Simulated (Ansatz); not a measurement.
# Zn in Ansatz: the effect of functional

Crystal: Zn.

```
CELL_PARAMETERS angstrom
2.68768 0.00000 0.00000
-1.34384 2.32760 0.00000
0.00000 0.00000 4.99889
ATOMIC_POSITIONS crystal
Zn 0.66667 0.33333 0.75000
Zn 0.33333 0.66667 0.25000
```

The cell isn't the ideal one: volume scaled by 1.02.

Alike in all runs:

| Item | Value |
| --- | --- |
| Program | Ansatz 0.2.0 |
| Task | single point |
| Potentials or basis | Ansatz PAW |
| k mesh | 11 × 11 × 6 |
| Occupations | fermi-dirac, width 0.05 eV |
| Spin | no spin polarisation |

| functional | cutoff | pressure (GPa) |
| --- | --- | --- |
| LDA | 420 eV (not typed: the program's choice for these potentials) | -10.1 |
| r2SCAN | 500 eV (not typed: the program's choice for these potentials) | -6.0 |
| PBE | 420 eV (not typed: the program's choice for these potentials) | ? |

Question: What does the run with functional PBE give?

Answer: Pressure -2.0 GPa.

Caveats: the PAW data sets come from PBE, with cores solved anew for the run's functional, which leaves a small shift of forces and pressure (some runs).
